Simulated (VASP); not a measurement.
# W (Im-3m) in VASP: notebook

The runs below take W through relaxation of cell and atoms, vibrations by finite differences, with r2SCAN.

Everything below comes from runs of VASP 6.6.1. Logs are shortened: lines on timing, memory, paths and dates and some standing lists are left out, and cuts for length are marked.

## 1. The crystal as given

It takes space group Im-3m (No. 229, cubic). Conventional cell: a = 3.165 Å, b = 3.165 Å, c = 3.165 Å, α = 90.00°, β = 90.00°, γ = 90.00°. Around W (site symmetry m-3m) lie 8 W at 2.74 Å.

## 2. Relaxation of cell and atoms, r2SCAN

Contents of INCAR:

```
SYSTEM = W
  PREC = Accurate
  ENCUT = 520
  EDIFF = 1E-7
  ISMEAR = 0
  SIGMA = 0.1
  LREAL = .FALSE.
  LASPH = .TRUE.
  NELM = 100
  ALGO = Normal
  ISIF = 3
  LWAVE = .FALSE.
  LCHARG = .FALSE.
  METAGGA = R2SCAN
  LMIXTAU = .TRUE.
  IBRION = 2
  NSW = 80
  EDIFFG = -0.002
```

Contents of KPOINTS:

```
Automatic mesh
0
G
  18 18 18
  0 0 0
```

Contents of POSCAR:

```
W
1.0
   -1.5823450000      1.5823450000      1.5823450000
    1.5823450000     -1.5823450000      1.5823450000
    1.5823450000      1.5823450000     -1.5823450000
W
1
Direct
    0.0000000000      0.0000000000      0.0000000000
```

Potentials or basis: VASP PAW PBE potentials, release 64 (W_sv).

On the command line:

```bash
$ cat potpaw_PBE.64/W_sv/POTCAR > POTCAR
$ mpirun -np 1 vasp_std > vasp.out
```

OUTCAR:

```text
SYSTEM = W
   PREC = Accurate
   ENCUT = 520
   EDIFF = 1E-7
   ISMEAR = 0
   LREAL = .FALSE.
   LASPH = .TRUE.
   NELM = 100
   ISIF = 3
   METAGGA = R2SCAN
   IBRION = 2
   NSW = 80
   EDIFFG = -0.002

 ion  position               nearest neighbor table
   1  0.000  0.000  0.000-

  LATTYP: Found a body centered cubic cell.
 ALAT       =     3.1646900000

  Lattice vectors:

 A1 = (  -1.5823450000,   1.5823450000,   1.5823450000)
 A2 = (   1.5823450000,  -1.5823450000,   1.5823450000)
 A3 = (   1.5823450000,   1.5823450000,  -1.5823450000)

Analysis of symmetry for initial positions (statically):
=====================================================================
 Subroutine PRICEL returns:
 Original cell was already a primitive cell.

 Routine SETGRP: Setting up the symmetry group for a
 body centered cubic supercell.

 Subroutine GETGRP returns: Found 48 space group operations
 (whereof 48 operations were pure point group operations)
 out of a pool of 48 trial point group operations.

The static configuration has the point symmetry O_h .

Analysis of symmetry for dynamics (positions and initial velocities):
=====================================================================
 Subroutine PRICEL returns:
 Original cell was already a primitive cell.

 Routine SETGRP: Setting up the symmetry group for a
 body centered cubic supercell.

 Subroutine GETGRP returns: Found 48 space group operations
 (whereof 48 operations were pure point group operations)
 out of a pool of 48 trial point group operations.

The dynamic configuration has the point symmetry O_h .

 Subroutine INISYM returns: Found 48 space group operations
 (whereof 48 operations are pure point group operations),
 and found     1 'primitive' translations

----------------------------------------------------------------------------------------

                                     Primitive cell

  volume of cell :      15.8476

  direct lattice vectors                    reciprocal lattice vectors
    -1.582345000  1.582345000  1.582345000     0.000000000  0.315986716  0.315986716
     1.582345000 -1.582345000  1.582345000     0.315986716  0.000000000  0.315986716
     1.582345000  1.582345000 -1.582345000     0.315986716  0.315986716  0.000000000

  length of vectors
     2.740701935  2.740701935  2.740701935     0.446872699  0.446872699  0.446872699

  position of ions in fractional coordinates (direct lattice)
[... 92 lines left out ...]
   ISMEAR =     0;   SIGMA  =   0.10  broadening in eV -4-tet -1-fermi 0-gaus
   EFERMI_NEDOS =   21; number of points for ismear=-14 and -15
   IALGO  =     38    algorithm
   IMIX   =      4    mixing-type and parameters
     AMIX     =   0.40;   BMIX     =  1.00
     AMIX_MAG =   1.60;   BMIX_MAG =  1.00
  volume/ion in A,a.u.               =      15.85       106.94
  Fermi-wavevector in a.u.,A,eV,Ry     =   1.570832  2.968442 33.572544  2.467512
  Thomas-Fermi vector in A             =   2.672506
   LORBIT       =      0    0 simple, 1 ext, 2 COOP (PROOUT), +10 PAW based schemes
   METAGGA = R2SCAN    functional components
   LHFCALC =     F    Hartree Fock is set to
   AEXX    =    0.0000 exact exchange contribution
   IVDW    =     0    specifies the selected vdW correction
   LEPSILON=     F    determine dielectric tensor
   LRPA    =     F    only Hartree local field effects (RPA)
 conjugate gradient relaxation of ions
 non-spin polarized calculation
 Gauss-broadening in eV      SIGMA  =   0.10
  energy-cutoff  :      520.00
  volume of cell :       15.85
 maximum number of plane-waves:       440
   NGX = 11   NGY = 11   NGZ = 11

--------------------------------------- Ionic step        1  -------------------------------------------

 number of electron      14.0000004 magnetization

 Free energy of the ion-electron system (eV)
  ---------------------------------------------------
  ext. energy  EPLUGINS =         0.00000000
  ---------------------------------------------------
  free energy    TOTEN  =       -51.34689490 eV

  energy without entropy =      -51.34334100  energy(sigma->0) =      -51.34511795

------------------------ aborting loop because EDIFF is reached ----------------------------------------

  FORCE on cell =-STRESS in cart. coord.  units (eV):
  Direction    XX          YY          ZZ          XY          YZ          ZX
  --------------------------------------------------------------------------------------
  -------------------------------------------------------------------------------------
  Total        0.2358959      0.2358959      0.2358959     -0.0000000      0.0000000     -0.0000000
  in kB       23.8488529     23.8488529     23.8488529     -0.0000000      0.0000000     -0.0000000
  external PRESSURE =      23.8488529 kB  Pullay stress =       0.0000000 kB
[... 57 lines left out ...]
--------------------------------------- Ionic step        3  -------------------------------------------

 number of electron      14.0000002 magnetization

 Free energy of the ion-electron system (eV)
  ---------------------------------------------------
  ext. energy  EPLUGINS =         0.00000000
  ---------------------------------------------------
  free energy    TOTEN  =       -51.34775586 eV

  energy without entropy =      -51.34411663  energy(sigma->0) =      -51.34593624

 E-fermi :  11.1795     XC(G=0): -14.9117

 val. band max:       11.1698591213   @ k =  -0.1667   0.1667   0.0556
 cond. band min:      11.1916196795   @ k =  -0.3889   0.3889   0.2778
 fundamental gap:      0.0217605582
 Fermi energy:        11.1795090174

 k-point     1 :       0.0000    0.0000    0.0000
  band No.  band energies     occupation
      1     -64.9308      2.00000
      2     -27.8024      2.00000
      3     -27.8024      2.00000
      4     -27.8024      2.00000
      5       1.0979      2.00000
      6       9.9181      2.00000
      7       9.9181      2.00000
      8       9.9181      2.00000
      9      13.7365      0.00000
     10      13.7365      0.00000
     11      26.4289      0.00000
[... 309 lines left out ...]
 k-point    24 :       0.3889    0.1111    0.0000
  band No.  band energies     occupation
      1     -64.7840      2.00000
      2     -29.0610      2.00000
      3     -28.2725      2.00000
      4     -27.8689      2.00000
      5       5.1223      2.00000
      6       7.6275      2.00000
      7      10.4624      2.00000
      8      13.4195      0.00000
      9      14.8099      0.00000
     10      17.7570      0.00000
     11      22.6007      0.00000

 [... further k-points ...]
[... 5 lines left out ...]
  --------------------------------------------------------------------------------------
  -------------------------------------------------------------------------------------
  Total       -0.0013576     -0.0013576     -0.0013576     -0.0000000     -0.0000000     -0.0000000
  in kB       -0.1362334     -0.1362334     -0.1362334     -0.0000000     -0.0000000     -0.0000000
  external PRESSURE =      -0.1362334 kB  Pullay stress =       0.0000000 kB
[... 16 lines left out ...]
  FREE ENERGIE OF THE ION-ELECTRON SYSTEM (eV)
  ---------------------------------------------------
  free  energy   TOTEN  =       -51.3477558563 eV

  energy  without entropy=      -51.3441166256  energy(sigma->0) =      -51.34593624

 reached required accuracy - stopping structural energy minimisation
```

OSZICAR:

```text
N       E                     dE             d eps       ncg     rms          rms(c)
DAV:   1     0.398558549446E+02    0.39856E+02   -0.81247E+03  4290   0.149E+03
DAV:   2    -0.539374756650E+02   -0.93793E+02   -0.90678E+02  4599   0.348E+02
[... 40 lines left out ...]
DAV:   6    -0.513477484465E+02   -0.20294E-03   -0.90737E-05  4481   0.132E-01    0.378E-03
DAV:   7    -0.513477508765E+02   -0.24300E-05   -0.17993E-05  4395   0.617E-02    0.518E-03
DAV:   8    -0.513477555939E+02   -0.47174E-05   -0.39069E-06  4365   0.301E-02    0.190E-03
DAV:   9    -0.513477553827E+02    0.21119E-06   -0.28775E-07  4467   0.732E-03    0.267E-04
DAV:  10    -0.513477559308E+02   -0.54805E-06   -0.82820E-09  2202   0.133E-03    0.162E-04
DAV:  11    -0.513477558563E+02    0.74453E-07   -0.46210E-09  2169   0.109E-03
   3 F= -.51347756E+02 E0= -.51345936E+02  d E =-.860955E-03
```

It took 3.7 min on 1 thread of Intel Xeon Platinum 8488C (Sapphire Rapids), shared host; peak memory 0.16 GiB.

Results:

```
Free energy                            : -51.3478 eV
Relaxed volume                         : 15.97 Å³/atom
Relaxed cell                           : a = 2.748 Å, b = 2.748 Å, c = 2.748 Å, α = 109.47°, β = 109.47°, γ = 109.47°
Space group after relaxing (to 0.05 Å) : Im-3m (No. 229)
Energy gained by relaxing              : 0.9 meV/atom
Ionic steps                            : 3
Pressure after relaxing                : 0.0 GPa
Band gap on the k mesh                 : none (metal or under the smearing width)
```

Step by step:
```csv
step,energy change (eV),largest force (eV/Å),pressure (GPa),volume (Å³)
1,0.0000,0.0000,2.38,15.85
2,0.0101,0.0000,-7.94,16.39
3,-0.0009,0.0000,-0.01,15.97
```

Final structure:
```yaml
crystal:
  lattice:
    - [-1.58627, 1.58627, 1.58627]
    - [1.58627, -1.58627, 1.58627]
    - [1.58627, 1.58627, -1.58627]
  atoms:
    - { symbol: W, position: [0.00000, 0.00000, 0.00000] }
```

Caveat: the PAW data sets were made with another functional, which shifts forces and pressure a little. The run has no spin-orbit coupling, so splittings on W are missing.

## 3. Relaxation of cell and atoms, r2SCAN

This run uses another cell than the first one, of 15.97 Å³/atom, 1.007 times its volume.

INCAR is that of step 2.

KPOINTS is that of step 2.

Contents of POSCAR:

```
W                                       
1.0
   -1.5862724354      1.5862724354      1.5862724354
    1.5862724354     -1.5862724354      1.5862724354
    1.5862724354      1.5862724354     -1.5862724354
  W             
     1
Direct
     0.0000000000000000    0.0000000000000000    0.0000000000000000
```

Potentials or basis: VASP PAW PBE potentials, release 64 (W_sv).

On the command line:

```bash
$ cat potpaw_PBE.64/W_sv/POTCAR > POTCAR
$ mpirun -np 1 vasp_std > vasp.out
```

OUTCAR:

```text
SYSTEM = W
   PREC = Accurate
   ENCUT = 520
   EDIFF = 1E-7
   ISMEAR = 0
   LREAL = .FALSE.
   LASPH = .TRUE.
   NELM = 100
   ISIF = 3
   METAGGA = R2SCAN
   IBRION = 2
   NSW = 80
   EDIFFG = -0.002

 ion  position               nearest neighbor table
   1  0.000  0.000  0.000-

  LATTYP: Found a body centered cubic cell.
 ALAT       =     3.1725448708

  Lattice vectors:

 A1 = (  -1.5862724354,   1.5862724354,   1.5862724354)
 A2 = (   1.5862724354,  -1.5862724354,   1.5862724354)
 A3 = (   1.5862724354,   1.5862724354,  -1.5862724354)

Analysis of symmetry for initial positions (statically):
=====================================================================
 Subroutine PRICEL returns:
 Original cell was already a primitive cell.

 Routine SETGRP: Setting up the symmetry group for a
 body centered cubic supercell.

 Subroutine GETGRP returns: Found 48 space group operations
 (whereof 48 operations were pure point group operations)
 out of a pool of 48 trial point group operations.

The static configuration has the point symmetry O_h .

Analysis of symmetry for dynamics (positions and initial velocities):
=====================================================================
 Subroutine PRICEL returns:
 Original cell was already a primitive cell.

 Routine SETGRP: Setting up the symmetry group for a
 body centered cubic supercell.

 Subroutine GETGRP returns: Found 48 space group operations
 (whereof 48 operations were pure point group operations)
 out of a pool of 48 trial point group operations.

The dynamic configuration has the point symmetry O_h .

 Subroutine INISYM returns: Found 48 space group operations
 (whereof 48 operations are pure point group operations),
 and found     1 'primitive' translations

[... 113 lines left out ...]
  volume/ion in A,a.u.               =      15.97       107.74
  Fermi-wavevector in a.u.,A,eV,Ry     =   1.566943  2.961092 33.406506  2.455309
  Thomas-Fermi vector in A             =   2.669196
   LORBIT       =      0    0 simple, 1 ext, 2 COOP (PROOUT), +10 PAW based schemes
   METAGGA = R2SCAN    functional components
   LHFCALC =     F    Hartree Fock is set to
   AEXX    =    0.0000 exact exchange contribution
   IVDW    =     0    specifies the selected vdW correction
   LEPSILON=     F    determine dielectric tensor
   LRPA    =     F    only Hartree local field effects (RPA)
 conjugate gradient relaxation of ions
 non-spin polarized calculation
 Gauss-broadening in eV      SIGMA  =   0.10
  energy-cutoff  :      520.00
  volume of cell :       15.97
 maximum number of plane-waves:       444
   NGX = 11   NGY = 11   NGZ = 11

 number of electron      14.0000002 magnetization

 Free energy of the ion-electron system (eV)
  ---------------------------------------------------
  ext. energy  EPLUGINS =         0.00000000
  ---------------------------------------------------
  free energy    TOTEN  =       -51.34783092 eV

  energy without entropy =      -51.34419162  energy(sigma->0) =      -51.34601127

 E-fermi :  11.1795     XC(G=0): -14.9117

 val. band max:       11.1698628088   @ k =  -0.1667   0.1667   0.0556
 cond. band min:      11.1916012929   @ k =  -0.3889   0.3889   0.2778
 fundamental gap:      0.0217384841
 Fermi energy:        11.1795020757

 k-point     1 :       0.0000    0.0000    0.0000
  band No.  band energies     occupation
      1     -64.9308      2.00000
      2     -27.8024      2.00000
      3     -27.8024      2.00000
      4     -27.8024      2.00000
      5       1.0979      2.00000
      6       9.9181      2.00000
      7       9.9181      2.00000
      8       9.9181      2.00000
      9      13.7365      0.00000
     10      13.7365      0.00000
     11      26.4289      0.00000
[... 309 lines left out ...]
 k-point    24 :       0.3889    0.1111   -0.0000
  band No.  band energies     occupation
      1     -64.7840      2.00000
      2     -29.0610      2.00000
      3     -28.2725      2.00000
      4     -27.8689      2.00000
      5       5.1223      2.00000
      6       7.6275      2.00000
      7      10.4624      2.00000
      8      13.4195      0.00000
      9      14.8099      0.00000
     10      17.7570      0.00000
     11      22.6007      0.00000

 [... further k-points ...]
[... 5 lines left out ...]
  --------------------------------------------------------------------------------------
  -------------------------------------------------------------------------------------
  Total       -0.0016957     -0.0016957     -0.0016957      0.0000000      0.0000000      0.0000000
  in kB       -0.1701618     -0.1701618     -0.1701618      0.0000000      0.0000000      0.0000000
  external PRESSURE =      -0.1701618 kB  Pullay stress =       0.0000000 kB

 VOLUME and BASIS-vectors are now :
 -----------------------------------------------------------------------------
  energy-cutoff  :      520.00
  volume of cell :       15.97
      direct lattice vectors                 reciprocal lattice vectors
    -1.586272435  1.586272435  1.586272435     0.000000000  0.315204368  0.315204368
     1.586272435 -1.586272435  1.586272435     0.315204368  0.000000000  0.315204368
     1.586272435  1.586272435 -1.586272435     0.315204368  0.315204368  0.000000000

 POSITION                                       TOTAL-FORCE (eV/Angst)
 -----------------------------------------------------------------------------------
      0.00000      0.00000      0.00000        -0.000000      0.000000     -0.000000
 -----------------------------------------------------------------------------------
    total drift:                                0.000000     -0.000000      0.000000

  FREE ENERGIE OF THE ION-ELECTRON SYSTEM (eV)
  ---------------------------------------------------
  free  energy   TOTEN  =       -51.3478309246 eV

  energy  without entropy=      -51.3441916242  energy(sigma->0) =      -51.34601127

 reached required accuracy - stopping structural energy minimisation
```

CONTCAR:

```text
W
   1.00000000000000
    -1.5862724354000000    1.5862724354000000    1.5862724354000000
     1.5862724354000000   -1.5862724354000000    1.5862724354000000
     1.5862724354000000    1.5862724354000000   -1.5862724354000000
  W
     1
Direct
     0.0000000000000000    0.0000000000000000    0.0000000000000000

  0.00000000E+00  0.00000000E+00  0.00000000E+00
```

It took 1.9 min on 1 thread of Intel Xeon Platinum 8488C (Sapphire Rapids), shared host; peak memory 0.16 GiB.

What came out:

- Free energy: -51.3478 eV
- Pressure after relaxing: 0.0 GPa
- Band gap on the k mesh: none (metal or under the smearing width)

Final structure:
```xyz
1
Lattice="-1.5863 1.5863 1.5863 1.5863 -1.5863 1.5863 1.5863 1.5863 -1.5863" Properties=species:S:1:pos:R:3 pbc="T T T"
W     0.0000    0.0000    0.0000
```

Caveat: the relaxation stopped at its first step, so nothing moved; the PAW data sets were made with another functional, which shifts forces and pressure a little. Spin-orbit coupling is left out, which matters for the levels of W.

## 4. Vibrations by finite differences, r2SCAN

This run uses another cell than the first one, of 15.97 Å³/atom, 1.007 times its volume.

Contents of INCAR:

```
SYSTEM = W
PREC = Accurate
ENCUT = 520
EDIFF = 1E-8
ISMEAR = 0
SIGMA = 0.1
LREAL = .FALSE.
LASPH = .TRUE.
NELM = 100
ALGO = Normal
ISIF = 3
LWAVE = .FALSE.
LCHARG = .FALSE.
METAGGA = R2SCAN
LMIXTAU = .TRUE.
NBANDS = 13
IBRION = 6
NFREE = 2
POTIM = 0.015
NSW = 1
```

KPOINTS is that of step 3.

POSCAR is that of step 3.

On the command line:

```bash
$ cat potpaw_PBE.64/W_sv/POTCAR > POTCAR
$ mpirun -np 1 vasp_std > vasp.out
```

It took 82 min on 1 thread of Intel Xeon Platinum 8488C (Sapphire Rapids), shared host; peak memory 0.65 GiB.

The run converged. Its results:

```
Elastic constants C11, C12, C44 : 508, 223, 137 GPa
Voigt bulk modulus              : 318 GPa
```

Elastic tensor in Voigt notation (GPa, in the Cartesian axes of the cell as first typed):
```
508 223 223   0   0   0
223 508 223   0   0   0
223 223 508   0   0   0
  0   0   0 137   0   0
  0   0   0   0 137   0
  0   0   0   0   0 137
```

Clamped-ion elastic tensor (GPa):
```
508 223 223   0   0   0
223 508 223   0   0   0
223 223 508   0   0   0
  0   0   0 137   0   0
  0   0   0   0 137   0
  0   0   0   0   0 137
```

Caveat: elastic constants of metals need much finer meshes, so these are rough; the PAW data sets were made with another functional, which shifts forces and pressure a little. The run has no spin-orbit coupling, so splittings on W are missing.
